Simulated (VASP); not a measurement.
Wanted: the native input for a VASP 6.6.1 run.

```yaml
Task: relaxation of cell and atoms
Functional: RPBE
Potentials_or_basis: VASP PAW PBE potentials, release 64 (Ag)
Cutoff: 600 eV
k_mesh: 18 × 18 × 18
Occupations: gaussian, width 0.1 eV
Spin: no spin polarisation
Further_INCAR_settings: ALGO = Normal; EDIFF = 1e-07; IBRION = 2; EDIFFG = -0.005; NSW = 90; ISIF = 3
```

The structure of Ag lies in POSCAR:

```
Ag
1.0
    0.0000000000      2.0675000000      2.0675000000
    2.0675000000      0.0000000000      2.0675000000
    2.0675000000      2.0675000000      0.0000000000
Ag
1
Direct
    0.0000000000      0.0000000000      0.0000000000
```

One way to write it, as run:

INCAR

```
SYSTEM = Ag
ALGO = Normal
EDIFF = 1E-7
EDIFFG = -0.005
ENCUT = 600
GGA = RP
IBRION = 2
ISIF = 3
ISMEAR = 0
LASPH = .TRUE.
LCHARG = .FALSE.
LREAL = .FALSE.
LWAVE = .FALSE.
NELM = 100
NSW = 90
PREC = Accurate
SIGMA = 0.1
```

KPOINTS

```
k-points
0
G
  18 18 18
  0 0 0
```

Potentials or basis: VASP PAW PBE potentials, release 64 (Ag).

Launch:

```bash
$ cat potpaw_PBE.64/Ag/POTCAR > POTCAR
$ mpirun -np 1 vasp_std > vasp.out
```

It gave:

The relaxed volume is 18.64 Å³/atom, the relaxed cell is a = 2.976 Å, b = 2.976 Å, c = 2.976 Å, α = 60.00°, β = 60.00°, γ = 60.00° and the space group after relaxing (to 0.05 Å) is Fm-3m (No. 225). The energy gained by relaxing is 13.1 meV/atom, the ionic steps are 3 and the pressure after relaxing is 0.0 GPa. The band gap on the k mesh is none (metal or under the smearing width).

Caveat: the PAW data sets were made with another functional, which shifts forces and pressure a little.

Wall time 31 s on 1 thread of AMD EPYC 9R45 96-Core Processor (Zen 5), on a shared host, peak memory 0.15 GiB.
